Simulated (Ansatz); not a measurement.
## Property card for KBr

All numbers below come from DFT PBE, scalar-relativistic, plane waves, PAW in Ansatz.

Plane waves to 420 eV, a k mesh through Γ of 6×6×6 on the computed 2-atom cell and Gaussian smearing (0.02 eV); no spin polarisation.

The structure is relaxed at this level of theory with its symmetry kept, and needn't be the ground state of this composition.

```yaml
crystal:
  lattice:
    - [2.62679, 1.51658, 4.30856]
    - [-2.62679, 1.51658, 4.30856]
    - [0.00000, -3.03315, 4.30856]
  atoms:
    - { symbol: K, position: [0.24902, 0.24902, 0.24902] }
    - { symbol: Br, position: [0.99974, 0.99974, 0.99974] }
```

| Property | Result |
| --- | --- |
| Space group | R3m (No. 160) |
| Volume per atom | 51.49 Å³ |
| Formation energy from the elements' standard states (uncorrected) | -1.676 eV/atom |
| Kohn–Sham band gap | 4.23 eV, indirect from (0.292, 0.292, 0.458) to Γ |
| Orbital (Löwdin) character of the top 1 eV of the valence band | Br 4p 96 % |
| Orbital (Löwdin) character of the lowest 1 eV of the conduction band | K 4s 83 %, Br 4s 10 % |
| Electron masses at the edge by direction of the standard setting (m_e; one valley, along these axes only; no spin-orbit coupling) | x: 0.50; y: 0.50; z: 0.50 |
| Hole masses at the edge by direction of the standard setting (m_e; one valley, along these axes only; no spin-orbit coupling) | x: 8.6; y: over 30; z: over 30 |
| Bader charge by site (e) | K (1 in the cell) 0.84, Br (1 in the cell) -0.84 |

The cell was found from a structure generator's guess, not taken from experiment. Kohn–Sham gaps at this level usually fall short of measured ones. Löwdin shares on free-atom orbitals overweight diffuse shells in the empty bands.
